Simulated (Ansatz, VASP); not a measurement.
CuI (Marshite) in VASP and in Ansatz

```
Cu I
1.0
     0.00000    3.03900    3.03900
     3.03900    0.00000    3.03900
     3.03900    3.03900    0.00000
Cu I
1 1
Direct
  0.25000 0.25000 0.25000
  0.00000 0.00000 0.00000
```

Alike in both runs: task relaxation of cell and atoms; functional LDA; k mesh 8 × 8 × 8; occupations gaussian, width 0.02 eV; no spin polarisation.

```csv
,VASP,Ansatz
version,VASP 6.6.1,Ansatz 0.2.0
potentials or method,"VASP PAW LDA potentials, release 64 (Cu, I)","scalar-relativistic, plane waves, PAW"
plane-wave cutoff (eV),600,420
valence electrons in the cell,18,36
```

Ansatz gave:

```
gap on the k mesh at the Fermi level, each at its own relaxed structure (eV) : 1.22
relaxed volume (Å³/atom)                                                     : 25.18
relaxed cell length with the largest relative difference (Å)                 : 4.145
energy change over the relaxation (meV/atom)                                 : -47
```

Problem. What did VASP give for the same quantities?

Solution. gap on the k mesh at the Fermi level, each at its own relaxed structure (eV): 1.28; relaxed volume (Å³/atom): 25.26; relaxed cell length with the largest relative difference (Å): 4.150; energy change over the relaxation (meV/atom): -45.

The two sets of potentials don't hold the same shells in valence.

Caveats: spin-orbit coupling is left out, which moves the levels of the heavy elements. LDA usually gives volumes a few per cent too small. Zero-point motion and thermal expansion aren't in these numbers.
